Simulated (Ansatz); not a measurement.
**In: from a trial structure to a relaxed crystal**

All numbers below come from Ansatz 0.2.0, DFT PBE, scalar-relativistic, plane waves, PAW. Cutoff 420 eV, Γ-centred k mesh, Gaussian smearing, no spin polarisation in the final step.

The start puts In on the simple hexagonal structure type (P6/mmm, No. 191), at a guessed volume.

```xyz
1
Lattice="3.2124 0.0000 0.0000 -1.6062 2.7820 0.0000 0.0000 0.0000 3.0016" Properties=species:S:1:pos:R:3 pbc="T T T"
In    0.0000    0.0000    0.0000
```

Cell and atoms relax at zero pressure; the relaxation can't lower the symmetry of the start.

Energies count from the standard state of In at the same level.

**Question.** Describe the relaxed structure.

**Answer.** It keeps P6/mmm (No. 191). The result has the simple hexagonal structure. Conventional cell: a = 3.258 Å, c = 3.101 Å. In has 8 In at 3.10–3.26 Å.

```
In
1.0
     3.25831    0.00000    0.00000
    -1.62915    2.82178    0.00000
     0.00000    0.00000    3.10130
In
1
Direct
  0.00000 0.00000 0.00000
```

**Question.** What are its volume, energy, density and gap?

**Answer.** The volume per atom is 28.51 Å³. The density is 6.69 g/cm³. The energy over the standard structure is 0.05 eV/atom and the gap on the 21×21×18 mesh is 0 eV (a metal).

The final run used a 21×21×18 mesh on its 1-atom cell and 0.10 eV smearing. The k mesh leaves about 4 meV/atom of noise in metals. A structure relaxed within its symmetry needn't be a true minimum.